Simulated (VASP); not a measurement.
Here is a VASP 6.6.1 calculation.

File INCAR:

```
SYSTEM = CdSe
  PREC = Accurate
  ENCUT = 520
  EDIFF = 1E-6
  ISMEAR = -1
  SIGMA = 0.02
  LREAL = .False.
  LASPH = .True.
  NELM = 60
  ALGO = Normal
  ISIF = 2
  LWAVE = .False.
  LCHARG = .True.
  GGA = PS
  LVHAR = .True.
  KPAR = 4
```

Contents of KPOINTS:

```
Automatic mesh
0
Gamma
  6 6 3
  0 0 0
```

Contents of POSCAR:

```
CdSe
1.0
    4.3000000000      0.0000000000      0.0000000000
   -2.1500000000      3.7239092363      0.0000000000
    0.0000000000      0.0000000000      7.0200000000
Cd Se
2 2
Direct
    0.3333333333      0.6666666667      0.0000000000
    0.6666666667      0.3333333333      0.5000000000
    0.3333333333      0.6666666667      0.3850000000
    0.6666666667      0.3333333333      0.8850000000
```

Potentials or basis: VASP PAW PBE potentials, release 64 (Cd, Se).

Command:

```bash
$ cat potpaw_PBE.64/Cd/POTCAR potpaw_PBE.64/Se/POTCAR > POTCAR
$ mpirun -np 4 vasp_std > vasp.out
```

(1) What does it give for the pressure?

(2) Predict the largest force.

(3) Estimate the band gap on the k mesh.

Results:

(1) 0.5 GPa.

(2) 0.275 eV/Å.

(3) 0.58 eV, direct.

Caveat: the PAW data sets were made with another functional, which shifts forces and pressure a little.

**Experimental background.**

From a printed reference work, data compilation, for a bulk crystal of CdSe at 2 K: band gap 1.841 eV.

Measured gap of CdSe: 1.841 eV (2 K; a printed reference work, data compilation). This calculation gives 0.58 eV (-1.26 eV). So large a miss can be the level of theory's own, or it may mean another phase, state or a wrong row. Spin-orbit coupling on Cd, Se is left out. The value is that of PBEsol, without temperature or zero-point motion. Semilocal functionals fall short of measured gaps as a rule.
